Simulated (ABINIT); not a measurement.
# A GW chain in ABINIT: NaCl (Fm-3m), part 3 of 3

Wanted: ground state, empty states, screening and self-energy for NaCl (Fm-3m).

ABINIT 10.8.3; PBE and many-body steps on it, plane waves. Known limits of the many-body steps: not at the basis limit; coarse k mesh.

So far. Step 4 (Empty states on the mesh, 4×4×4 mesh, 116 bands): On this mesh the gap is 5.150 eV. Step 5 (Screening, 4×4×4 mesh, 108 bands, screening to 163.3 eV): Local fields lower ε∞ by 15 %. On a Γ-centred mesh this coarse the value itself is usually too large, while a short band sum pulls it down.

The database entry behind the starting cell differs from later determinations by our own check (an axis about 0.4 % short against later determinations), so it need not match the best structure at ambient conditions.

## Step 6: Self-energy, 4×4×4 mesh, 108 bands, screening to 163.3 eV

The self-energy is evaluated for the states that the input lists, and the levels follow from it, in one-shot runs by the linearised quasiparticle equation.

This step: G0W0 on PBE, plane waves, norm-conserving pseudopotentials.

The input, run.abi:

```
acell 3*1.0 Angstrom
rprim 
  0.000000000000 2.810000000000 2.810000000000
  2.810000000000 0.000000000000 2.810000000000
  2.810000000000 2.810000000000 0.000000000000
ntypat 2
znucl 11 17
natom 2
typat 1 2
xred 
  0.000000000000 0.000000000000 0.000000000000
  0.500000000000 0.500000000000 0.500000000000
pp_dirpath "pseudos"
pseudos "Na.upf, Cl.upf"
ecut 38
ngkpt 4 4 4
nshiftk 1
shiftk 0 0 0
kptopt 1
chksymbreak 0
istwfk *1
occopt 1
irdwfk 1
optdriver 4
nband 108
gwcalctyp 0
ecutsigx 38
symsigma 1
nkptgw 1
kptgw 
  0.0000000000 0.0000000000 0.0000000000
bdgw 
  6 12
ecuteps 6
irdscr 1
ppmodel 1
indata_prefix "in"
outdata_prefix "out"
tmpdata_prefix "tmp"
```

Run with:

```bash
$ OMP_NUM_THREADS=1 mpirun -n 4 abinit run.abi > log
```

Numbers of over 12 decimals in the logs are rounded to 6 here.

Log:

```text
.Version 10.8.3 of ABINIT. v10.8.2 released Aug 2026.

 Symmetries : space group Fm -3 m (#225); Bravais cF (face-center cubic)
[... echo of the input left out ...]
== DATASET  1 ==================================================================
-   mpi_nproc: 4, omp_nthreads: 1 (-1 if OMP is not activated)

--- !DatasetInfo
iteration_state: {dtset: 1, }
dimensions: {natom: 2, nkpt: 8, mband: 108, nsppol: 1, nspinor: 1, nspden: 1, mpw: 3383, }
cutoff_energies: {ecut:  38.0, pawecutdg:  -1.0, }
electrons: {nelect:   1.60000000E+01, charge:   0.00000000E+00, occopt:   1.00000000E+00, tsmear:   1.00000000E-02, }

 SIGMA: Calculation of the GW corrections

 Based on a program developped by R.W. Godby, V. Olevano, G. Onida, and L. Reining.
 Incorporated in ABINIT by V. Olevano, G.-M. Rignanese, and M. Torrent.
.Using double precision arithmetic ; gwpc =  8

[... cell and pseudopotentials left out ...]
--------------------------------------------------------------------------------

 ==== K-mesh for the wavefunctions ====
 Number of points in the irreducible wedge :     8
[... list of points left out ...]
 Together with 48 symmetry operations and time-reversal symmetry
 yields    64 points in the full Brillouin Zone.

 ==== Q-mesh for screening function ====
 Number of points in the irreducible wedge :     8
[... list of points left out ...]
 Together with 48 symmetry operations and time-reversal symmetry
 yields    64 points in the full Brillouin Zone.

 vcoul_init : cutoff-mode = AUXILIARY_FUNCTION
 q-points for optical limit:   1
     1)      0.000010    0.000020    0.000030
 setmesh: FFT mesh size selected  =    45x   45x   45
          total number of points  =        91125

 Number of electrons calculated from density =   16.0000; Expected =   16.0000
 average of density, n =  0.053429
 r_s =    1.6471
 omega_plasma =   22.2968 [eV]

 === KS Band Gaps ===
  >>>> For spin  1
   Minimum direct gap =   5.1497 [eV], located at k-point      :   0.0000  0.0000  0.0000
   Fundamental gap    =   5.1497 [eV], Top of valence bands at :   0.0000  0.0000  0.0000
                                       Bottom of conduction at :   0.0000  0.0000  0.0000
 SIGMA fundamental parameters:
 PLASMON POLE MODEL  1
 number of plane-waves for SigmaX                 3383
 number of plane-waves for SigmaC and W            181
 number of plane-waves for wavefunctions          3383
 number of bands                                   108
 number of independent spin polarizations            1
 number of spinorial components                      1
 number of k-points in IBZ                           8
 number of q-points in IBZ                           8
 number of symmetry operations                      48
 number of k-points in BZ                           64
 number of q-points in BZ                           64
 number of frequencies for dSigma/dE                 9
 frequency step for dSigma/dE [eV]                0.25
 number of omega for Sigma on real axis              0
 max omega for Sigma on real axis  [eV]           0.00
 zcut for avoiding poles [eV]                     0.10

 EPSILON^-1 parameters (SCR file):
 dimension of the eps^-1 matrix on file            181
 dimension of the eps^-1 matrix used               181
 number of plane-waves for wavefunctions          3383
 number of bands                                   108
 number of q-points in IBZ                           8
 number of frequencies                               2
 number of real frequencies                          1
 number of imag frequencies                          1

 matrix elements of self-energy operator (all in [eV])

 Perturbative Calculation

--- !SelfEnergy_ee
iteration_state: {dtset: 1, }
kpoint     : [   0.000,    0.000,    0.000, ]
spin       : 1
KS_gap     :    5.150
QP_gap     :    8.028
Delta_QP_KS:    2.878
data: !SigmaeeData |
     Band     E0 <VxcDFT>   SigX SigC(E0)      Z dSigC/dE  Sig(E)    E-E0       E
        6  -0.539 -14.493 -18.927   1.933   0.812  -0.231 -16.524  -2.030  -2.569
        7  -0.539 -14.493 -18.927   1.933   0.812  -0.231 -16.524  -2.030  -2.569
        8  -0.539 -14.493 -18.927   1.933   0.812  -0.231 -16.524  -2.030  -2.569
        9   4.611  -8.178  -4.163  -3.034   0.864  -0.157  -7.329   0.848   5.459
       10  10.523  -8.376  -3.599  -3.246   0.856  -0.168  -7.065   1.312  11.835
       11  10.523  -8.376  -3.599  -3.246   0.856  -0.168  -7.065   1.312  11.835
       12  10.523  -8.376  -3.599  -3.246   0.856  -0.168  -7.065   1.312  11.835

== END DATASET(S) ==============================================================
================================================================================

 -outvars: echo values of variables after computation  --------
           etotal      0.0000000000E+00
            nband         108
             nkpt           8
          spgroup         225
 [... the other variables as echoed above ...]

 Calculation completed.
```

The job ended after 5.6 s (4 MPI ranks of Arm Neoverse V1, shared host; peak memory 0.59 GiB).

This step gave:

```yaml
g0w0_gap_on_the_points_computed: 8.028 eV
starting_gap_on_the_mesh: 5.150 eV
k_of_the_valence_top: 0, 0, 0
k_of_the_conduction_bottom: 0, 0, 0
z_at_the_valence_top: 0.812
z_at_the_conduction_bottom: 0.864
least_direct_g0w0_gap_on_the_computed_points: 8.028 eV
```

The gap on the mesh goes from 5.15 eV to 8.03 eV, a correction of +2.88 eV.

Limits: finite bands, cutoff and mesh; coarse k mesh. v1 is the top filled band, c1 the lowest empty one. The levels before and after the correction (eV, zero at the valence-band top of each column):

```
           conduction bottom  valence top
Kohn-Sham               5.15         0.00
     G0W0               8.03         0.00
```

|  | level | energy (eV) |
| --- | --- | --- |
| Kohn-Sham | Γ v3-v1 | 0.000 |
| Kohn-Sham | Γ c1 | 5.150 |
| Kohn-Sham | Γ c2-c4 | 11.062 |
| G0W0 | Γ v3-v1 | 0.000 |
| G0W0 | Γ c1 | 8.028 |
| G0W0 | Γ c2-c4 | 14.404 |

## Step 7: Where the time went

Times are wall times on 4 MPI ranks of Arm Neoverse V1, shared host, good to a factor of about two.

```csv
step,time,share,memory (GiB)
ground state,9.2 s,7 %,0.34
bands along the symmetry lines,13 s,10 %,0.29
empty states on the mesh,76 s,59 %,2.6
screening,24 s,19 %,0.84
self-energy,5.6 s,4 %,0.59
```

## Step 8: Outcome

```json
{
 "PBE gap": "5.15 eV, direct",
 "G0W0 gap on the mesh": "8.03 eV",
 "GW settings": "4×4×4 mesh, 108 bands, screening to 163.3 eV, Godby-Needs plasmon pole",
 "known limits": "not at the basis limit; coarse k mesh"
}
```

**Reading.** G0W0 moves the gap on the mesh from 5.15 eV to 8.03 eV (+2.88 eV), with Z of 0.81 and 0.86 at the edges. Local fields lower the RPA ε∞ on this mesh from 2.80 to 2.38; a Γ-centred mesh this coarse tends to raise both, most where the direct gap is narrow, while a short band sum lowers them. Only 1 of the mesh's irreducible points was corrected, so a valley elsewhere could overtake. The dearest step here is «empty states on the mesh». Bands and cutoff are finite, so the gap is not at the basis limit. The miss can reach some tenths of an eV and take either sign; the mesh is an error of its own. In the G0W0 run levels were corrected at 1 k point alone, so a gap called «on the mesh» is the least over those, and an edge elsewhere would be missed. The 4×4×4 mesh is coarse for this cell, which bears on the long-range parts of exchange and screening.

[Paths, hosts, dates, memory and timing lines, banners, echoed tables and standing remarks are left out of the program output.]

[Logs are printed without paths, hosts, clocks, repeated set-up lines and the standing remarks that a program may print on its own settings, such as how far it seeks lower states.]

[Runs of the session that timed out or met a known fault of the program may be left out.]

[Hosts, paths, dates, database ids (printed as entryN), source tags and the programs' standing remarks are cut or masked in the printed files.]

[G0W0 gaps are taken among the corrected bands and points alone; a level outside them can change the order at an edge.]

[Where Ansatz stands beside ABINIT at settings called matched, ABINIT's density can come from a denser mesh and the files from another edition; pairs whose starting gaps differed by over 0.03 eV were left out, so agreement reads better than it is.]
